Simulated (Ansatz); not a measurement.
SiNi3, 4 atoms in the cell. It takes space group Pm-3m (No. 221, cubic). The conventional cell has a = 3.542 Å, b = 3.542 Å, c = 3.542 Å, α = 90.00°, β = 90.00°, γ = 90.00°. Around Ni (site symmetry 4/mmm) lie 8 Ni at 2.50 Å and 4 Si at 2.50 Å. Si (site symmetry m-3m) has 12 Ni at 2.50 Å as nearest neighbours. 

| Property | Result |
| --- | --- |
| Program | Ansatz 0.2.0 |
| Task | relaxation of cell and atoms |
| Functional | PBE |
| Dispersion | D3(BJ)-ATM |
| Potentials or basis | Ansatz PAW |
| Cutoff | 420 eV (not typed: the program's choice for these potentials) |
| k mesh | 8 × 8 × 8 |
| Occupations | fermi-dirac, width 0.05 eV |
| Spin | collinear spin, ferromagnetic start |
| Starting moments | [1.0, 1.0, 1.0, 0.0] μB |

Potentials or basis: Ansatz PAW.

The run is started by

```bash
$ ansatz run input.yaml --threads 2 --pin off --max-ram 5632MiB --backend cpu --events-out ev --progress --plain --runs-dir out
```

Hardware: 2 threads of AMD EPYC 7R43 64-Core Processor (Zen 3) (shared host).

Q: Estimate the wall time of this run.

A: It took 24 s on 2 threads of AMD EPYC 7R43 64-Core Processor (Zen 3) (shared host), peak memory 0.45 GiB. Counts: scf iterations 54, plane waves 799, k points 35, bands 37, ion steps 5.
